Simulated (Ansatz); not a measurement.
Set up this calculation in Ansatz 0.2.0, as the native input.

* Task: band structure
* Functional: PBEsol
* Potentials or basis: all-electron PAW datasets made for the crystal
* Cutoff: 420 eV (chosen from the basis error)
* k mesh: 12 × 12 × 12
* Occupations: fermi-dirac, width 0.05 eV
* Spin: collinear spin, ferromagnetic start
* Starting moments: [2.0, 0.0] μB

CoO:

```
CELL_PARAMETERS angstrom
-1.50800 1.50800 2.10725
1.50800 -1.50800 2.10725
1.50800 1.50800 -2.10725
ATOMIC_POSITIONS crystal
Co 0.00000 0.00000 0.00000
O 0.50000 0.50000 0.00000
```

One way to write it, as run:

input.yaml

```yaml
crystal:
  lattice:
    - [-1.508, 1.508, 2.1072475377]
    - [1.508, -1.508, 2.1072475377]
    - [1.508, 1.508, -2.1072475377]
  atoms:
    - { symbol: Co, position: [0.0, 0.0, 0.0], spin: 2.0 }
    - { symbol: O, position: [0.5, 0.5, 0.0] }
kpoints:
  mp_grid: { grid: [12, 12, 12] }
  band_path:
    path:
      - [0.0, 0.0, 0.0]
      - [0.0, 0.0, 0.5]
      - [-0.2560599034, 0.2560599034, 0.5]
      - [-0.3780299517, 0.3780299517, 0.3780299517]
      - [0.0, 0.0, 0.0]
      - [0.5, 0.5, -0.5]
      - [0.3780299517, 0.6219700483, -0.3780299517]
      - [0.0, 0.5, 0.0]
    npoints: 12
scf:
  occupations: { method: fermi_dirac, width: 0.05 }
hamiltonian:
  xc: pbesol
  pseudopotentials: { kind: all_electron, datasets: crystal }
magnetization:
  spin_polarized: true
output:
  forces: true
  stress: true
  eigenvalues: true
  elf: true
  volumetric_format: npy
```

Potentials or basis: all-electron PAW datasets made for the crystal.

The run is started by

```console
$ ansatz run input.yaml --threads 2 --pin off --max-ram 6144MiB --backend cpu --events-out ev --progress --plain --runs-dir out
```

Results of the run:

The pressure is -9.2 GPa. The band gap along the path is none (metal or under the smearing width), the net moment is 2.94 μB per cell and the absolute moment is 2.96 μB per cell. The site moments are Co +2.49; O +0.34 μB.

Caveat: a cell with one magnetic atom can't hold antiferromagnetic order, which such compounds often take; semilocal functionals often make such compounds metallic where correlation or magnetic order opens a gap, which also shifts bond lengths.

It took 17 s on 2 threads of AMD EPYC 9R45 96-Core Processor (Zen 5) (shared host), peak memory 1 GiB.
